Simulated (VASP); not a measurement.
# H2Se (Fm-3m) in VASP: single point with PBE

Aim: the single point of H2Se with PBE.

Everything below comes from runs of VASP 6.6.1. Logs are shortened: lines on timing, memory, paths and dates and some standing lists are left out, and cuts for length are marked.

## Step 1: The crystal as given

Symmetry: Fm-3m, No. 225, cubic system. Conventional cell: a = 6.060 Å, b = 6.060 Å, c = 6.060 Å, α = 90.00°, β = 90.00°, γ = 90.00°. H (site symmetry -43m) has 4 Se at 2.62 Å as nearest neighbours. Se (site symmetry m-3m) is surrounded by 8 H at 2.62 Å.

The cell was built by a generator and needn't be a form met in nature.

## Step 2: Single point, PBE

Input file INCAR:

```
SYSTEM = H2Se
ALGO = Normal ; EDIFF = 1E-6
ENCUT = 520 ; GGA = PE
ISIF = 2 ; ISMEAR = -1
LASPH = .True. ; LCHARG = .True.
LELF = .True. ; LREAL = .False.
LVHAR = .True. ; LWAVE = .False.
NBANDS = 11 ; NELM = 60
PREC = Accurate ; SIGMA = 0.0142
```

Input file KPOINTS:

```
k-points
0
Gamma
  10 10 10
  0 0 0
```

Input file POSCAR:

```
H2Se
1.0
    0.0000000000      3.0300910000      3.0300910000
    3.0300910000      0.0000000000      3.0300910000
    3.0300910000      3.0300910000      0.0000000000
H Se
2 1
Direct
    0.2500000000      0.2500000000      0.2500000000
    0.7500000000      0.7500000000      0.7500000000
    0.0000000000      0.0000000000      0.0000000000
```

Potentials or basis: VASP PAW PBE potentials, release 64 (H, Se).

On the command line:

```
$ cat potpaw_PBE.64/H/POTCAR potpaw_PBE.64/Se/POTCAR > POTCAR
$ mpirun -np 1 vasp_std > vasp.out
```

OUTCAR:

```text
SYSTEM = H2Se
   EDIFF = 1E-6
   ENCUT = 520
   GGA = PE
   ISIF = 2
   ISMEAR = -1
   LASPH = .True.
   LREAL = .False.
   NELM = 60
   PREC = Accurate

 ion  position               nearest neighbor table
   1  0.250  0.250  0.250-
   2  0.750  0.750  0.750-
   3  0.000  0.000  0.000-

  LATTYP: Found a face centered cubic cell.
 ALAT       =     6.0601820000

  Lattice vectors:

 A1 = (   0.0000000000,   3.0300910000,   3.0300910000)
 A2 = (   3.0300910000,   0.0000000000,   3.0300910000)
 A3 = (   3.0300910000,   3.0300910000,   0.0000000000)

Analysis of symmetry for initial positions (statically):
=====================================================================
 Subroutine PRICEL returns:
 Original cell was already a primitive cell.

 Routine SETGRP: Setting up the symmetry group for a
 face centered cubic supercell.

 Subroutine GETGRP returns: Found 48 space group operations
 (whereof 48 operations were pure point group operations)
 out of a pool of 48 trial point group operations.

The static configuration has the point symmetry O_h .

Analysis of symmetry for dynamics (positions and initial velocities):
=====================================================================
 Subroutine PRICEL returns:
 Original cell was already a primitive cell.

 Routine SETGRP: Setting up the symmetry group for a
 face centered cubic supercell.

 Subroutine GETGRP returns: Found 48 space group operations
 (whereof 48 operations were pure point group operations)
 out of a pool of 48 trial point group operations.

The dynamic configuration has the point symmetry O_h .

 Subroutine INISYM returns: Found 48 space group operations
 (whereof 48 operations are pure point group operations),
 and found     1 'primitive' translations

----------------------------------------------------------------------------------------

                                     Primitive cell

  volume of cell :      55.6413

  direct lattice vectors                    reciprocal lattice vectors
     0.000000000  3.030091000  3.030091000    -0.165011546  0.165011546  0.165011546
     3.030091000  0.000000000  3.030091000     0.165011546 -0.165011546  0.165011546
     3.030091000  3.030091000  0.000000000     0.165011546  0.165011546 -0.165011546

  length of vectors
     4.285195787  4.285195787  4.285195787     0.285808381  0.285808381  0.285808381

  position of ions in fractional coordinates (direct lattice)
     0.250000000  0.250000000  0.250000000
     0.750000000  0.750000000  0.750000000
     0.000000000  0.000000000  0.000000000

  ion indices of the primitive-cell ions
   primitive index   ion index
                 1           1
                 2           2
                 3           3

----------------------------------------------------------------------------------------

 KPOINTS: k-points

Automatic generation of k-mesh.
 Grid dimensions read from file:
 generate k-points for:   10   10   10

 Generating k-lattice:

  Cartesian coordinates                     Fractional coordinates (reciprocal lattice)
    -0.016501155  0.016501155  0.016501155     0.100000000  0.000000000  0.000000000
     0.016501155 -0.016501155  0.016501155     0.000000000  0.100000000  0.000000000
     0.016501155  0.016501155 -0.016501155     0.000000000  0.000000000  0.100000000

  Length of vectors
     0.028580838  0.028580838  0.028580838

  Shift w.r.t. Gamma in fractional coordinates (k-lattice)
     0.000000000  0.000000000  0.000000000

 Subroutine IBZKPT returns following result:
 ===========================================

 Found     47 irreducible k-points:

 Following reciprocal coordinates:
            Coordinates               Weight
  0.000000  0.000000  0.000000      1.000000
  0.100000  0.000000  0.000000      8.000000
  0.200000  0.000000  0.000000      8.000000
  0.300000  0.000000  0.000000      8.000000
  0.400000  0.000000  0.000000      8.000000
  0.500000  0.000000  0.000000      4.000000
[... 16 lines left out ...]
  0.300000  0.300000  0.000000      6.000000
  0.400000  0.300000  0.000000     24.000000
 [... further k-points ...]
   k-points           NKPTS =     47   k-points in BZ     NKDIM =     47   number of bands    NBANDS=     11
   number of dos      NEDOS =    301   number of ions     NIONS =      3
   total plane-waves  NPLWV =  32768
   dimension x,y,z NGX =    32 NGY =   32 NGZ =   32
   dimension x,y,z NGXF=    64 NGYF=   64 NGZF=   64
   ions per type =               2   1
   NGX,Y,Z   is equivalent  to a cutoff of  12.41, 12.41, 12.41 a.u.
   NGXF,Y,Z  is equivalent  to a cutoff of  24.83, 24.83, 24.83 a.u.
 SYSTEM =  H2Se
   PREC   = accura    normal or accurate (medium, high low for compatibility)
   ISTART =      0    job   : 0-new  1-cont  2-samecut
   ICHARG =      2    charge: 1-file 2-atom 10-const
   ISPIN  =      1    spin polarized calculation?
   LNONCOLLINEAR =      F non collinear calculations
   LSORBIT =      F    spin-orbit coupling
   LASPH  =      T    aspherical Exc in radial PAW
   ENCUT  =  520.0 eV  38.22 Ry    6.18 a.u.   7.97  7.97  7.97*2*pi/ulx,y,z
   NELM   =     60;   NELMIN=  2; NELMDL= -5     # of ELM steps
   EDIFF  = 0.1E-05   stopping-criterion for ELM
   LREAL  =      F    real-space projection
   EDIFFG = 0.1E-04   stopping-criterion for IOM
   NSW    =      0    number of steps for IOM
   IBRION =     -1    ionic relax: 0-MD 1-quasi-New 2-CG
   NFREE  =      0    steps in history (QN), initial steepest desc. (CG)
   ISIF   =      2    stress and relaxation
   ISYM   =      2    0-nonsym 1-usesym 2-fastsym
   POTIM  = 0.5000    time-step for ionic-motion
   TEBEG  =    0.0;   TEEND  =   0.0 temperature during run
   PSTRESS=    0.0 pullay stress
   NELECT =       8.0000    total number of electrons
   NUPDOWN=      -1.0000    fix difference up-down
   EMIN   =  10.00;   EMAX   =-10.00  energy-range for DOS
   EFERMI =   0.00;   METHOD = LEGACY
   ISMEAR =    -1;   SIGMA  =   0.01  broadening in eV -4-tet -1-fermi 0-gaus
   EFERMI_NEDOS =   21; number of points for ismear=-14 and -15
   IALGO  =     38    algorithm
   IMIX   =      4    mixing-type and parameters
     AMIX     =   0.40;   BMIX     =  1.00
     AMIX_MAG =   1.60;   BMIX_MAG =  1.00
  volume/ion in A,a.u.               =      18.55       125.16
  Fermi-wavevector in a.u.,A,eV,Ry     =   0.857642  1.620708 10.007753  0.735549
  Thomas-Fermi vector in A             =   1.974726
   LORBIT       =      0    0 simple, 1 ext, 2 COOP (PROOUT), +10 PAW based schemes
   GGA     = PE    functional components
   LHFCALC =     F    Hartree Fock is set to
   AEXX    =    0.0000 exact exchange contribution
   IVDW    =     0    specifies the selected vdW correction
   LEPSILON=     F    determine dielectric tensor
   LRPA    =     F    only Hartree local field effects (RPA)
 non-spin polarized calculation
  energy-cutoff  :      520.00
  volume of cell :       55.64
 maximum number of plane-waves:      1524
   NGX = 15   NGY = 15   NGZ = 15

 number of electron       8.0000001 magnetization

 Free energy of the ion-electron system (eV)
  ---------------------------------------------------
  ext. energy  EPLUGINS =         0.00000000
  ---------------------------------------------------
  free energy    TOTEN  =        -6.09400230 eV

  energy without entropy =       -6.09302379  energy(sigma->0) =       -6.09351304

 E-fermi :  -1.3581     XC(G=0):  -7.5270

 val. band max:       -1.3696752415   @ k =   0.1000   0.1000   0.0000
 cond. band min:      -1.3575627478   @ k =   0.2000   0.0000   0.0000
 fundamental gap:      0.0121124937
 Fermi energy:        -1.3581128556

 k-point     1 :       0.0000    0.0000    0.0000
  band No.  band energies     occupation
      1     -13.3468      2.00000
      2      -2.2929      2.00000
      3      -1.2759      0.00611
      4      -1.2759      0.00611
      5      -1.2759      0.00611
      6      -0.7450      0.00000
      7       7.1073      0.00000
      8       7.1073      0.00000
      9       7.1073      0.00000
     10       9.6233      0.00000
     11      10.7272      0.00000

 k-point     2 :       0.1000    0.0000    0.0000
  band No.  band energies     occupation
      1     -13.3074      2.00000
      2      -2.8509      2.00000
      3      -1.3070      0.05315
      4      -1.3070      0.05315
      5      -1.0008      0.00000
      6      -0.6158      0.00000
      7       7.2325      0.00000
      8       7.2325      0.00000
      9       7.5056      0.00000
     10       9.2823      0.00000
     11      10.2471      0.00000

 k-point     3 :       0.2000    0.0000    0.0000
  band No.  band energies     occupation
      1     -13.2003      2.00000
      2      -3.6681      2.00000
      3      -1.3853      1.74277
      4      -1.3853      1.74276
      5      -1.3576      0.98063
      6       0.2246      0.00000
      7       7.4633      0.00000
      8       7.4633      0.00000
      9       8.1711      0.00000
     10       9.1756      0.00000
     11       9.8143      0.00000

 k-point     4 :       0.3000    0.0000    0.0000
  band No.  band energies     occupation
      1     -13.0595      2.00000
      2      -4.3867      2.00000
      3      -1.7435      2.00000
      4      -1.4767      1.99953
      5      -1.4767      1.99953
      6       1.0107      0.00000
      7       7.4589      0.00000
      8       7.4589      0.00000
      9       8.1353      0.00000
     10      10.1669      0.00000
     11      10.1669      0.00000

 k-point     5 :       0.4000    0.0000    0.0000
  band No.  band energies     occupation
      1     -12.9374      2.00000
      2      -4.8820      2.00000
      3      -2.0056      2.00000
      4      -1.5468      2.00000
      5      -1.5468      2.00000
      6       1.5540      0.00000
      7       7.2858      0.00000
      8       7.2858      0.00000
      9       8.2451      0.00000
     10      10.9740      0.00000
     11      11.2573      0.00000
[... 211 lines left out ...]
 k-point    21 :      -0.3000    0.2000    0.0000
  band No.  band energies     occupation
      1     -12.8952      2.00000
      2      -4.5791      2.00000
      3      -3.4975      2.00000
      4      -1.5835      2.00000
      5       0.0557      0.00000
      6       0.8971      0.00000
      7       6.5578      0.00000
      8       8.1422      0.00000
      9       9.4035      0.00000
     10       9.4599      0.00000
     11      10.9142      0.00000

 k-point    22 :      -0.2000    0.2000    0.0000
  band No.  band energies     occupation
      1     -13.0110      2.00000
      2      -4.2977      2.00000
      3      -3.0079      2.00000
      4      -1.4590      1.99836
      5      -0.0860      0.00000
      6       0.5277      0.00000
      7       6.8116      0.00000
      8       8.3051      0.00000
      9       8.5081      0.00000
     10       9.2918      0.00000
     11      10.0626      0.00000

 k-point    23 :       0.3000    0.3000    0.0000
  band No.  band energies     occupation
      1     -12.9626      2.00000
      2      -4.5866      2.00000
      3      -1.8572      2.00000
      4      -1.8572      2.00000
      5      -1.6713      2.00000
      6       1.4679      0.00000
      7       5.4125      0.00000
      8       8.9842      0.00000
      9       8.9842      0.00000
     10      10.4290      0.00000
     11      11.9411      0.00000

 k-point    24 :       0.4000    0.3000    0.0000
  band No.  band energies     occupation
      1     -12.8654      2.00000
      2      -4.8408      2.00000
      3      -2.6354      2.00000
      4      -1.9419      2.00000
      5      -1.1360      0.00000
      6       1.7715      0.00000
      7       5.0228      0.00000
      8       9.3000      0.00000
      9       9.5683      0.00000
     10      11.4099      0.00000
     11      12.5319      0.00000

 [... further k-points ...]
[... 5 lines left out ...]
  --------------------------------------------------------------------------------------
  -------------------------------------------------------------------------------------
  Total       -4.4241222     -4.4241222     -4.4241222      0.0000000      0.0000000     -0.0000000
  in kB     -127.3915701   -127.3915701   -127.3915701      0.0000000      0.0000000     -0.0000000
  external PRESSURE =    -127.3915701 kB  Pullay stress =       0.0000000 kB

 VOLUME and BASIS-vectors are now :
 -----------------------------------------------------------------------------
  energy-cutoff  :      520.00
  volume of cell :       55.64
      direct lattice vectors                 reciprocal lattice vectors
     0.000000000  3.030091000  3.030091000    -0.165011546  0.165011546  0.165011546
     3.030091000  0.000000000  3.030091000     0.165011546 -0.165011546  0.165011546
     3.030091000  3.030091000  0.000000000     0.165011546  0.165011546 -0.165011546

 POSITION                                       TOTAL-FORCE (eV/Angst)
 -----------------------------------------------------------------------------------
      1.51505      1.51505      1.51505         0.000000      0.000000      0.000000
      4.54514      4.54514      4.54514        -0.000000     -0.000000     -0.000000
      0.00000      0.00000      0.00000         0.000000      0.000000      0.000000
 -----------------------------------------------------------------------------------
    total drift:                                0.000000     -0.000000      0.000000

  FREE ENERGIE OF THE ION-ELECTRON SYSTEM (eV)
  ---------------------------------------------------
  free  energy   TOTEN  =        -6.0940022989 eV

  energy  without entropy=       -6.0930237892  energy(sigma->0) =       -6.09351304
```

It took 30 s on 1 thread of Intel Xeon Platinum 8375C at 2.90GHz (Ice Lake), shared host; peak memory 0.18 GiB.

What came out:

```yaml
Free_energy: -6.0940 eV
Pressure: -12.7 GPa
Band_gap_on_the_k_mesh: none (metal or under the smearing width)
```
